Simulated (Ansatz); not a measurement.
A relaxation computed with Ansatz, from input to last step.

```yaml
crystal:
  lattice:
    - [3.2194903628, 0.0, 0.0]
    - [-1.6097451814, 2.7881604414, 0.0]
    - [0.0, 0.0, 4.5992723326]
  atoms:
    - { symbol: Mn, position: [0.0, 0.0, 0.0], spin: 3.96 }
    - { symbol: Mn, position: [0.0, 0.0, 0.5], spin: 3.96 }
    - { symbol: O, position: [0.3333333333, 0.6666666667, 0.25], spin: 0.19 }
    - { symbol: O, position: [0.6666666667, 0.3333333333, 0.75], spin: 0.19 }
basis:
  ecutwfc: 420
kpoints:
  mp_grid: { grid: [6, 6, 4] }
hamiltonian:
  xc: pbe
scf:
  occupations: { method: gaussian, width: 0.1 }
  lower_state_search: "off"
output:
  forces: true
  stress: true
  eigenvalues: true
  populations: true
magnetization:
  spin_polarized: true
relax:
  adjacent_minimum: "off"
  f_tol: 0.04
  max_steps: 70
  cell: { stress_tol: 0.4 }
```

```bash
ansatz run input.yaml --threads 1 --pin off --max-ram 2560MiB --backend cpu --events-out ev --progress --plain --runs-dir out
```

The calculation used DFT PBE, scalar-relativistic, plane waves, PAW (Ansatz).

Of 9 frames 9 are shown, positions in Å and forces in eV/Å; the SCF threshold varies from step to step. Steps run on the plane waves of an earlier cell, with a Pulay correction in the pressure. The basis is chosen afresh for the last frame, the zero of the energies, and at times for earlier ones too; energy and pressure step there, also at an unchanged geometry. Here that happened at step 6 (-11 meV/atom, 1.3 GPa); the frames before carry an error of that size.

```xyz
4
Lattice="3.2195 0.0000 0.0000 -1.6097 2.7882 0.0000 0.0000 0.0000 4.5993" Properties=species:S:1:pos:R:3:forces:R:3 pbc="T T T" step=1 free_energy_over_end_meV_per_atom=192.81 pressure_GPa=11.41
Mn    0.0000    0.0000    0.0000    0.0000    0.0000    0.0000
Mn    0.0000    0.0000    2.2996    0.0000    0.0000    0.0000
O     0.0000    1.8588    1.1498    0.0000    0.0000    0.0000
O     1.6097    0.9294    3.4495    0.0000    0.0000    0.0000
4
Lattice="3.1667 0.0000 0.0000 -1.5834 2.7425 0.0000 0.0000 0.0000 4.8234" Properties=species:S:1:pos:R:3:forces:R:3 pbc="T T T" step=2 free_energy_over_end_meV_per_atom=80.36 pressure_GPa=5.84
Mn    0.0000    0.0000    0.0000    0.0000    0.0000    0.0000
Mn    0.0000    0.0000    2.4117    0.0000    0.0000    0.0000
O     0.0000    1.8283    1.2059    0.0000    0.0000    0.0000
O     1.5834    0.9142    3.6176    0.0000    0.0000    0.0000
4
Lattice="3.1098 0.0000 0.0000 -1.5549 2.6932 0.0000 0.0000 0.0000 5.0478" Properties=species:S:1:pos:R:3:forces:R:3 pbc="T T T" step=3 free_energy_over_end_meV_per_atom=25.73 pressure_GPa=1.79
Mn    0.0000    0.0000    0.0000    0.0000    0.0000    0.0000
Mn    0.0000    0.0000    2.5239    0.0000    0.0000    0.0000
O     0.0000    1.7954    1.2619    0.0000    0.0000    0.0000
O     1.5549    0.8977    3.7858    0.0000    0.0000    0.0000
4
Lattice="3.0690 0.0000 0.0000 -1.5345 2.6579 0.0000 0.0000 0.0000 5.1835" Properties=species:S:1:pos:R:3:forces:R:3 pbc="T T T" step=4 free_energy_over_end_meV_per_atom=14.96 pressure_GPa=0.28
Mn    0.0000    0.0000    0.0000    0.0000    0.0000    0.0000
Mn    0.0000    0.0000    2.5918    0.0000    0.0000    0.0000
O     0.0000    1.7719    1.2959    0.0000    0.0000    0.0000
O     1.5345    0.8860    3.8877    0.0000    0.0000    0.0000
4
Lattice="3.0625 0.0000 0.0000 -1.5312 2.6522 0.0000 0.0000 0.0000 5.2090" Properties=species:S:1:pos:R:3:forces:R:3 pbc="T T T" step=5 free_energy_over_end_meV_per_atom=14.73 pressure_GPa=-0.01
Mn    0.0000    0.0000    0.0000    0.0000    0.0000    0.0000
Mn    0.0000    0.0000    2.6045    0.0000    0.0000    0.0000
O     0.0000    1.7681    1.3023    0.0000    0.0000    0.0000
O     1.5312    0.8841    3.9068    0.0000    0.0000    0.0000
4
Lattice="3.0625 0.0000 0.0000 -1.5312 2.6522 0.0000 0.0000 0.0000 5.2090" Properties=species:S:1:pos:R:3:forces:R:3 pbc="T T T" step=6 free_energy_over_end_meV_per_atom=3.51 pressure_GPa=1.34
Mn    0.0000    0.0000    0.0000    0.0000    0.0000    0.0000
Mn    0.0000    0.0000    2.6045    0.0000    0.0000    0.0000
O     0.0000    1.7681    1.3023    0.0000    0.0000    0.0000
O     1.5312    0.8841    3.9068    0.0000    0.0000    0.0000
4
Lattice="3.0600 0.0000 0.0000 -1.5300 2.6501 0.0000 0.0000 0.0000 5.2790" Properties=species:S:1:pos:R:3:forces:R:3 pbc="T T T" step=7 free_energy_over_end_meV_per_atom=1.79 pressure_GPa=0.82
Mn    0.0000    0.0000    0.0000    0.0000    0.0000    0.0000
Mn    0.0000    0.0000    2.6395    0.0000    0.0000    0.0000
O     0.0000    1.7667    1.3198    0.0000    0.0000    0.0000
O     1.5300    0.8834    3.9593    0.0000    0.0000    0.0000
4
Lattice="3.0660 0.0000 0.0000 -1.5330 2.6552 0.0000 0.0000 0.0000 5.3495" Properties=species:S:1:pos:R:3:forces:R:3 pbc="T T T" step=8 free_energy_over_end_meV_per_atom=1.58 pressure_GPa=0.03
Mn    0.0000    0.0000    0.0000    0.0000    0.0000    0.0000
Mn    0.0000    0.0000    2.6748    0.0000    0.0000    0.0000
O     0.0000    1.7701    1.3374    0.0000    0.0000    0.0000
O     1.5330    0.8851    4.0122    0.0000    0.0000    0.0000
4
Lattice="3.0660 0.0000 0.0000 -1.5330 2.6552 0.0000 0.0000 0.0000 5.3495" Properties=species:S:1:pos:R:3:forces:R:3 pbc="T T T" step=9 free_energy_over_end_meV_per_atom=0.00 pressure_GPa=0.07
Mn    0.0000    0.0000    0.0000    0.0000    0.0000    0.0000
Mn    0.0000    0.0000    2.6748    0.0000    0.0000    0.0000
O     0.0000    1.7701    1.3374    0.0000    0.0000    0.0000
O     1.5330    0.8851    4.0122    0.0000    0.0000    0.0000
```

The start puts this composition into another compound's structure type, which needn't suit it. At the end the space group is P6_3/mmc (tolerance 0.05 Å).

The run took 38 s on 1 thread of Intel(R) Xeon(R) Platinum 8259CL CPU @ 2.50GHz (Skylake/Cascade Lake), with other jobs on the host, peak memory 0.4 GiB.

The k mesh is coarse. Moments started parallel, and an antiferromagnetic order may lie lower.